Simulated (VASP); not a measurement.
# Cu (P6_3/mmc) in VASP: notebook, part 2 of 2

VASP 6.6.1.

### 3 Relaxation of cell and atoms, PBE

This run uses another cell than the first one, of 11.76 Å³/atom, 0.983 times its volume.

The input, INCAR:

```
SYSTEM = Cu
PREC = Accurate
ENCUT = 600
EDIFF = 1E-7
ISMEAR = 0
SIGMA = 0.05
LREAL = .FALSE.
LASPH = .TRUE.
NELM = 100
ALGO = Fast
ISIF = 3
LWAVE = .FALSE.
LCHARG = .FALSE.
GGA = PE
IBRION = 2
NSW = 80
EDIFFG = -0.03
```

The input, KPOINTS:

```
Automatic mesh
0
G
  8 8 6
  0 0 0
```

The input, POSCAR:

```
Cu
1.0
    2.5524804075      0.0000000000      0.0000000000
   -1.2762402038      2.2105128756      0.0000000000
    0.0000000000      0.0000000000      4.1690513323
Cu
2
Direct
    0.3333333333      0.6666666667      0.7500000000
    0.6666666667      0.3333333333      0.2500000000
```

Potentials or basis: VASP PAW PBE potentials, release 64 (Cu).

Started as:

```bash
> cat potpaw_PBE.64/Cu/POTCAR > POTCAR
> mpirun -np 1 vasp_std > vasp.out
```

OUTCAR:

```text
SYSTEM = Cu
   PREC = Accurate
   ENCUT = 600
   EDIFF = 1E-7
   ISMEAR = 0
   LREAL = .FALSE.
   LASPH = .TRUE.
   NELM = 100
   ISIF = 3
   GGA = PE
   IBRION = 2
   NSW = 80
   EDIFFG = -0.03

 ion  position               nearest neighbor table
   1  0.333  0.667  0.750-   2 2.55   2 2.55   2 2.55   2 2.55   2 2.55   2 2.55
   2  0.667  0.333  0.250-   1 2.55   1 2.55   1 2.55   1 2.55   1 2.55   1 2.55

  LATTYP: Found a hexagonal cell.
 ALAT       =     2.5524804075
 C/A-ratio  =     1.6333333334

  Lattice vectors:

 A1 = (   2.5524804075,   0.0000000000,   0.0000000000)
 A2 = (  -1.2762402038,   2.2105128756,   0.0000000000)
 A3 = (   0.0000000000,   0.0000000000,   4.1690513323)

Analysis of symmetry for initial positions (statically):
=====================================================================
 Subroutine PRICEL returns:
 Original cell was already a primitive cell.

 Routine SETGRP: Setting up the symmetry group for a
 hexagonal supercell.

 Subroutine GETGRP returns: Found 24 space group operations
 (whereof 12 operations were pure point group operations)
 out of a pool of 24 trial point group operations.

The static configuration has the point symmetry D_3d.
 The point group associated with its full space group is D_6h.

Analysis of symmetry for dynamics (positions and initial velocities):
=====================================================================
[... 382 lines left out ...]
  ext. energy  EPLUGINS =         0.00000000
  ---------------------------------------------------
  free energy    TOTEN  =        -7.41270593 eV

  energy without entropy =       -7.41098786  energy(sigma->0) =       -7.41184690

 E-fermi :   7.3262     XC(G=0): -12.6216

 val. band max:        7.2671089447   @ k =   0.5000   0.0000   0.1667
 cond. band min:       7.3472572440   @ k =   0.5000   0.0000   0.0000
 fundamental gap:      0.0801482993
 Fermi energy:         7.3261655162

 k-point     1 :       0.0000    0.0000    0.0000
  band No.  band energies     occupation
      1      -1.8513      2.00000
      2       2.4041      2.00000
      3       4.4170      2.00000
      4       4.4460      2.00000
      5       4.4460      2.00000
      6       4.6536      2.00000
      7       4.6536      2.00000
      8       4.8986      2.00000
      9       4.8986      2.00000
     10       5.6467      2.00000
     11       5.6467      2.00000
     12       6.4943      2.00000
     13      11.1511      0.00000
     14      28.4543      0.00000
[... 401 lines left out ...]
      2       2.8630      2.00000
      3       3.4953      2.00000
      4       3.8169      2.00000
      5       4.6818      2.00000
      6       4.6872      2.00000
      7       5.2951      2.00000
      8       5.4482      2.00000
      9       5.5857      2.00000
     10       5.6501      2.00000
     11       5.6984      2.00000
     12       8.1193      0.00000
     13      13.6963      0.00000
     14      16.0526      0.00000
     15      20.0636      0.00000

 [... further k-points ...]

------------------------ aborting loop because EDIFF is reached ----------------------------------------

  FORCE on cell =-STRESS in cart. coord.  units (eV):
  Direction    XX          YY          ZZ          XY          YZ          ZX
  --------------------------------------------------------------------------------------
  -------------------------------------------------------------------------------------
  Total        0.0266956      0.0266956     -0.0187023     -0.0000000      0.0000000      0.0000000
  in kB        1.7783712      1.7783712     -1.2458878     -0.0000000      0.0000000      0.0000000
  external PRESSURE =       0.7702849 kB  Pullay stress =       0.0000000 kB
[... 17 lines left out ...]
  FREE ENERGIE OF THE ION-ELECTRON SYSTEM (eV)
  ---------------------------------------------------
  free  energy   TOTEN  =        -7.4127059288 eV

  energy  without entropy=       -7.4109878637  energy(sigma->0) =       -7.41184690

 reached required accuracy - stopping structural energy minimisation
```

CONTCAR:

```text
Cu
   1.00000000000000
     2.5792580884335852   -0.0000000000006071    0.0000000000000000
    -1.2896290442678431    2.2337030275445762    0.0000000000000000
    -0.0000000000000000    0.0000000000000000    4.1745226792048751
  Cu
     2
Direct
     0.3333333332999970    0.6666666667000030    0.7500000000000000
     0.6666666667000030    0.3333333332999970    0.2500000000000000

  0.00000000E+00  0.00000000E+00  0.00000000E+00
  0.00000000E+00  0.00000000E+00  0.00000000E+00
```

Wall time 80 s (1 thread of Intel Xeon Platinum 8488C (Sapphire Rapids), shared host); peak memory 0.15 GiB.

What came out:

```
Free energy                            : -7.4127 eV
Relaxed volume                         : 12.03 Å³/atom
Relaxed cell                           : a = 2.579 Å, b = 2.579 Å, c = 4.175 Å, α = 90.00°, β = 90.00°, γ = 120.00°
Space group after relaxing (to 0.05 Å) : P6_3/mmc (No. 194)
Energy gained by relaxing              : 3.2 meV/atom
Ionic steps                            : 7
Pressure after relaxing                : 0.1 GPa
Band gap on the k mesh                 : none (metal or under the smearing width)
```

Stress tensor (GPa, compression positive):
```
 0.18  0.00  0.00
 0.00  0.18  0.00
 0.00  0.00 -0.12
```

Step by step:
| step | energy change (eV) | largest force (eV/Å) | pressure (GPa) | volume (Å³) |
| --- | --- | --- | --- | --- |
| 1 | 0.0000 | 0.0000 | 3.14 | 23.52 |
| 2 | -0.0052 | 0.0000 | -1.56 | 24.32 |
| 3 | -0.0062 | 0.0000 | -0.42 | 24.09 |
| 4 | -0.0061 | 0.0000 | 0.13 | 24.05 |
| 5 | -0.0062 | 0.0000 | -0.12 | 24.07 |
| 6 | -0.0064 | 0.0000 | 0.63 | 24.05 |
| 7 | -0.0064 | 0.0000 | 0.08 | 24.05 |

Final structure:
```
CELL_PARAMETERS angstrom
2.57926 0.00000 0.00000
-1.28963 2.23370 0.00000
0.00000 0.00000 4.17452
ATOMIC_POSITIONS crystal
Cu 0.33333 0.66667 0.75000
Cu 0.66667 0.33333 0.25000
```

Levels at points of the mesh, in eV from the Fermi level:
| k point | band 8 | band 9 | band 10 | band 11 | band 12 | band 13 | band 14 | band 15 |
| --- | --- | --- | --- | --- | --- | --- | --- | --- |
| (0.00, 0.00, 0.00) | -2.43 | -2.43 | -1.68 | -1.68 | -0.83 | 3.82 | 21.13 | 21.31 |
| (0.50, 0.00, 0.00) | -1.60 | -1.54 | -1.50 | 0.02 | 1.52 | 7.75 | 8.12 | 10.63 |
| (0.00, 0.00, 0.50) | -2.93 | -1.90 | -1.90 | -1.90 | -1.90 | 12.56 | 12.56 | 21.81 |
| (0.50, 0.00, 0.50) | -1.84 | -1.54 | -1.54 | 0.54 | 0.54 | 4.75 | 4.75 | 15.85 |

### 4 Single point, r2SCAN

This run uses another cell than the first one, of 11.45 Å³/atom, 0.957 times its volume.

The input, POSCAR:

```
Cu
1.0
    2.5314964893      0.0000000000      0.0000000000
   -1.2657482447      2.1923402693      0.0000000000
    0.0000000000      0.0000000000      4.1278398253
Cu
2
Direct
    0.3333333333      0.6666666667      0.7500000000
    0.6666666667      0.3333333333      0.2500000000
```

The input, INCAR.step1:

```
SYSTEM = Cu
PREC     = Accurate       ! precision mode
ENCUT    = 520            ! plane-wave cutoff, eV
ISMEAR   = 0              ! smearing method
SIGMA    = 0.05           ! smearing width, eV
LREAL    = .FALSE.        ! projectors in reciprocal space
LASPH    = .TRUE.         ! aspherical terms in the spheres
NELM     = 100            ! most SCF steps
NBANDS   = 18             ! bands
GGA      = PE             ! functional
ALGO     = Normal         ! electronic algorithm
EDIFF    = 1E-4           ! SCF threshold, eV
LWAVE    = .TRUE.         ! write WAVECAR
LCHARG   = .FALSE.        ! write CHGCAR
```

The input, INCAR.step2:

```
SYSTEM = Cu
PREC     = Accurate       ! precision mode
ENCUT    = 520            ! plane-wave cutoff, eV
EDIFF    = 1E-6           ! SCF threshold, eV
ISMEAR   = 0              ! smearing method
SIGMA    = 0.05           ! smearing width, eV
LREAL    = .FALSE.        ! projectors in reciprocal space
LASPH    = .TRUE.         ! aspherical terms in the spheres
NELM     = 100            ! most SCF steps
ALGO     = Normal         ! electronic algorithm
ISIF     = 2              ! what is computed and relaxed
LWAVE    = .FALSE.        ! write WAVECAR
LCHARG   = .FALSE.        ! write CHGCAR
METAGGA  = R2SCAN         ! meta-GGA
LMIXTAU  = .TRUE.       
NBANDS   = 18             ! bands
ISTART   = 1
```

The input, KPOINTS:

```
regular mesh
0
G
  18 18 10
  0 0 0
```

Started as:

```bash
> cat potpaw_PBE.64/Cu/POTCAR > POTCAR
> cp INCAR.step1 INCAR
> mpirun -np 1 vasp_std > vasp.out
> cp INCAR.step2 INCAR
> mpirun -np 1 vasp_std > vasp.out
```

Wall time 4 min (1 thread of Intel Xeon Platinum 8488C (Sapphire Rapids), shared host); peak memory 0.19 GiB.

The run converged. Its results:

| Item | Value |
| --- | --- |
| Free energy | -21.6303 eV |
| Pressure | 0.8 GPa |
| Band gap on the k mesh | none (metal or under the smearing width) |

Levels at points of the mesh, in eV from the Fermi level:
| k point | band 8 | band 9 | band 10 | band 11 | band 12 | band 13 | band 14 | band 15 |
| --- | --- | --- | --- | --- | --- | --- | --- | --- |
| (0.00, 0.00, 0.00) | -2.60 | -2.60 | -1.81 | -1.81 | -1.06 | 4.22 | 22.45 | 23.28 |
| (0.50, 0.00, 0.00) | -1.70 | -1.66 | -1.60 | 0.04 | 1.77 | 8.33 | 8.85 | 11.27 |
| (0.00, 0.00, 0.50) | -3.16 | -2.04 | -2.04 | -2.04 | -2.04 | 13.35 | 13.35 | 23.20 |
| (0.50, 0.00, 0.50) | -1.98 | -1.64 | -1.64 | 0.55 | 0.55 | 5.32 | 5.32 | 17.26 |

Caveat: the PAW data sets were made with another functional, which shifts forces and pressure a little.

### 5 Summary

| task | level | cell | k mesh | cutoff (eV) | gap on the mesh (eV) | pressure (GPa) |
| --- | --- | --- | --- | --- | --- | --- |
| single point | PBE | P6_3/mmc, 11.97 Å³/atom | 8 × 8 × 6 | 520 | none | 0.8 |
| relaxation of cell and atoms | PBE | relaxed | 8 × 8 × 6 | 600 | none | 0.1 |
| single point | r2SCAN | P6_3/mmc, 11.45 Å³/atom | 18 × 18 × 10 | 520 | none | 0.8 |

Alike in all rows: potentials or basis VASP PAW PBE potentials, release 64 (Cu); no spin polarisation; smearing gaussian 0.05 eV.

Caveats: the PAW data sets were made with another functional, which shifts forces and pressure a little (some runs).

Total energies depend on the potentials used, so only differences within one code and one set of settings carry meaning.
